**Q:** I have a boron arsenide crystal and one elastic constant, C11, from a sound measurement. I also need C44, and I have no computer code to give it to me. Can it be estimated on paper?

**A:** It can, because in this crystal structure the two constants depend on the same two kinds of stiffness. C11 is the stiffness against stretching along a cube edge when the sides are held fixed. C44 is the stiffness against shearing a cube face into a rhombus. The third constant, C12, tells how strongly a stretch along one edge loads the sides. The table holds one set of these constants from a density-functional calculation and one set from measurements.

Computed constants: SIESTA 5.4.2, density-functional theory with PBEsol, PseudoDojo 0.4 standard norm-conserving pseudopotentials and a TZP basis of numerical atomic orbitals, for the two-atom cell of BAs (8 × 8 × 8 k-mesh, 500 Ry mesh cutoff). They are taken from stress over strain at the given cell, with the ions relaxed.

| row | computed constant (GPa) | what it is | measured constant (GPa) | label in the paper, method, sample | temperature of the measurement (K) | source |
| --- | --- | --- | --- | --- | --- | --- |
| 1 | 52 | C12 | n/a | n/a | n/a | n/a |
| 2 | n/a | n/a | 79.5 | C12; from C11 and literature bulk modulus; bulk crystal | n/a | arXiv:1911.11281 (2019) |
| 3 | 114.2 | bulk modulus (Hill) | n/a | n/a | n/a | n/a |
| 4 | 136 | C44 | n/a | n/a | n/a | n/a |
| 5 | n/a | n/a | 148 | literature experimental value; not stated; bulk crystal | n/a | arXiv:1911.11281 (2019) |
| 6 | n/a | n/a | 149 | C44; picosecond ultrasonics with literature bulk modulus; bulk crystal | 300 | arXiv:1911.11281 (2019) |
| 7 | 239 | C11 | n/a | n/a | n/a | n/a |
| 8 | n/a | n/a | 285 | C11; surface acoustic waves and picosecond ultrasonics; bulk crystal | n/a | arXiv:1911.11281 (2019) |

**Q:** Row 5 has a measured value of 148 GPa but no name. It stands close to the C44 values. Is it one of them?

**A:** No, it is a bulk modulus, the stiffness against uniform pressure. In a cubic crystal the bulk modulus is (C11 + 2 C12)/3, and the measured constants in rows 8 and 2 give (285 + 2 × 79.5)/3 = 148 GPa. The match is no independent test of the data, since the C12 of row 2 was itself derived from C11 and a literature bulk modulus, but it does show what row 5 is. So row 5 belongs beside the computed bulk modulus in row 3. The measured C44 is in row 6, and its computed partner is in row 4.

**Q:** Then what are the two kinds of stiffness?

**A:** Each atom has four neighbours at the corners of a tetrahedron. Changing the length of a bond costs energy, and so does changing the angle between two bonds. The Keating model gives each of these one spring. I call the stretching spring $s$ and the bending spring $b$, both divided by the edge of the cubic cell so that they come out in GPa.

Stretch the crystal along one cube edge and squeeze it equally along another. The bonds point along the body diagonals of the cube, so for small strains their lengths stay the same and only the angles change. This deformation therefore measures the bending spring alone: $C_{11}-C_{12}=4b$. Uniform pressure shortens the bonds and leaves the angles as they are. The bending spring still enters a little, because the model writes its energy with the product of two bond vectors, which also changes with their lengths: $C_{11}+2C_{12}=3s+b$. Together the two relations yield

$$C_{11}=s+3b,\qquad C_{12}=s-b.$$

**Q:** And the shear that I am after?

**A:** That one has a twist. Shearing a cube face lengthens two of the four bonds around an atom and shortens the other two. The boron atoms can then shift as a body against the arsenic atoms, which brings all four lengths back towards their old values but bends the angles more. The crystal settles on the cheapest compromise, and the result has the form of two springs in series:

$$\frac{1}{C_{44}}=\frac14\left(\frac1s+\frac1b\right),\qquad C_{44}=\frac{4sb}{s+b}.$$

As with any springs in series, the softer one has the larger say.

**Q:** I have one measured number and you have two unknown springs. How does that help me?

**A:** Look at the extremes. If stretching is very stiff compared with bending, C44 levels off at $4b$ while C11 keeps growing with $s$, so the ratio C44/C11 becomes small. If bending is very stiff, C44 levels off at $4s$ while C11 keeps growing with $b$, and the ratio becomes small again. Somewhere between these extremes the ratio must pass through a maximum, and near a maximum it hardly depends on the springs.

Two easy cases show how flat that maximum is. For $s=b$ the constants are C11 = $4b$, C12 = 0 and C44 = $2b$. For $s=3b$ they are C11 = $6b$, C12 = $2b$ and C44 = $3b$. In both cases C44 is exactly half of C11, although the stretching spring has tripled.

The top lies between them, at $s=\sqrt3\,b$, where the ratio is $4-2\sqrt3$, or 0.536. So as long as C12 lies between zero and one third of C11, the model confines C44/C11 to the range from 0.50 to 0.54. The middle of that range gives the rule of thumb

$$C_{44}\approx 0.52\,C_{11}.$$

The factor comes from the model alone; no row of the table was used to set it.

**Q:** Please work it through for my crystal.

**A:** Take the measured C11 of row 8. The rule gives 0.52 × 285 = 148 GPa, and row 6 has 149 GPa, so the estimate is within 1% of the measured value. Now take the computed C11 of row 7. The rule gives 0.52 × 239 = 124 GPa, and row 4 has 136 GPa, so here the estimate is 9% below the computed value.

**Q:** Is it a 1% rule or a 9% rule?

**A:** I would allow for 10%. Two comparisons on a single compound are too few for a proper error bar, and the better one should not set your expectations. The measured C44 was also obtained with the help of a bulk modulus from the literature, so it is not a wholly separate measurement. If you want the speed of a shear wave, the same error counts only half, about 5%, because the speed goes as the square root of the stiffness.

**Q:** A colleague would take half the difference of C11 and C12 as the shear stiffness. Is that worse?

**A:** Much worse here. It gives values 31% below C44 in both the computed and the measured set. That relation holds for a material that is equally stiff in all directions, and in the spring picture it equals $2b$. The crystal's C44 is larger than this by the factor $2s/(s+b)$, which is one only when the two springs are equal. In boron arsenide stretching is stiffer than bending, as the positive C12 tells you, so the crystal resists shear of its cube faces more than an isotropic solid would.

This also warns you about what the estimate means. C44 belongs to shear on the cube faces of a single crystal. For a film of many randomly turned grains you need an average over directions, and C44 alone would overstate the stiffness.

**Q:** Suppose I do know C12. Can I sharpen the estimate?

**A:** Yes, by eliminating the springs instead of guessing their ratio:

$$C_{44}=\frac{(C_{11}-C_{12})(C_{11}+3C_{12})}{2\,(C_{11}+C_{12})}.$$

For the computed set this is (239 − 52) × (239 + 3 × 52) / (2 × (239 + 52)) = 127 GPa. That is 7% below the computed C44, a modest gain over the short rule. With the measured constants the formula again comes within 1% of row 6.

**Q:** My value of C12 is poor. Will that spoil the result?

**A:** Hardly, and the table lets you see it. The computed C12 is 35% lower than the measured one. If you put this poor value beside the measured C11, the estimated C44 rises by only 3%. A larger C12 means a stiffer stretching spring and a softer bending spring, and near the maximum the two changes nearly cancel in C44.

The price is that you cannot run the rule backwards. Put the measured C11 and C44 into the formula and solve for C12, and you find two answers, about 17 and 74 GPa. The second is near the value in row 2, but nothing in the formula tells you to choose it. A quantity that barely affects C44 cannot be read from C44.

**Q:** Why does the rule do worse for the calculation, which should be the cleaner of the two sets?

**A:** The computed C44 is 0.57 of the computed C11, and the two-spring model cannot exceed 0.54. No choice of $s$ and $b$ will reproduce that set. Either forces that the model leaves out matter, such as those between more distant atoms, or the computed constants themselves are off. The table does not decide between these, but it gives some reason to suspect the second.

All the computed constants lie below the measured ones, and by unequal amounts. C44 is only 9% low, C11 is 16% low and the bulk modulus is 23% low. The calculated crystal is thus much too soft against compression and only a little too soft against shear. That lowers C11 more than C44 and pushes their ratio up. You can check that this is enough: keep the computed C11 − C12, but put in the measured bulk modulus. C11 then becomes 148 + 2 × (239 − 52)/3 = 273 GPa, and the ratio falls to 0.50, below the limit of the model.

**Q:** Could the calculation simply have used too large a cell? Longer bonds are softer.

**A:** That is a sensible first suspect, and you can test it on paper too. For many solids the bulk modulus falls roughly as the fourth power of the volume. To bring 148 GPa down to 114 GPa, the volume would have to be too large by a factor of $(148/114)^{1/4}$, or about 7%, which means about 2% in the cell edge. The two-atom cell of this calculation has an edge of 3.405 Å, so the cubic edge is $\sqrt2$ times that, or 4.815 Å, which you can set beside a measured one. I would expect an excess well below 2%, so that the size of the cell explains only part of the softness.

A deficit of this size is also unusual for this density functional in such a semiconductor. The basis set, the potentials or the way the strain was applied may be responsible, but that is a guess. A curve of energy against volume, repeated with a larger basis, would be the next step. Until then I would take the measured C11 as the starting point for your estimate.

**Q:** Can I carry the rule over to other crystals?

**A:** To those with the same tetrahedral bonding, if you first look at C12/C11. In diamond the stretching spring is only moderately stiffer than the bending spring and C12 is a small part of C11, so the crystal sits well inside the flat region. In silicon, bending is relatively weaker and C12 is somewhat more than a third of C11, so C44 slips a little below half of C11. Further out the short rule fails: when C12 reaches half of C11, the full formula gives a ratio of only 0.42.

Strongly polar crystals tend to lie on that side, and they add electric forces between charged atoms that the two springs do not contain. In the rock-salt structure the argument loses its footing altogether. There the bonds run along the cube edges, so shearing a cube face bends them without stretching them, and symmetry forbids the shift of one kind of atom against the other. C11 then depends largely on stretching and C44 on bending, and knowing one no longer gives you the other.
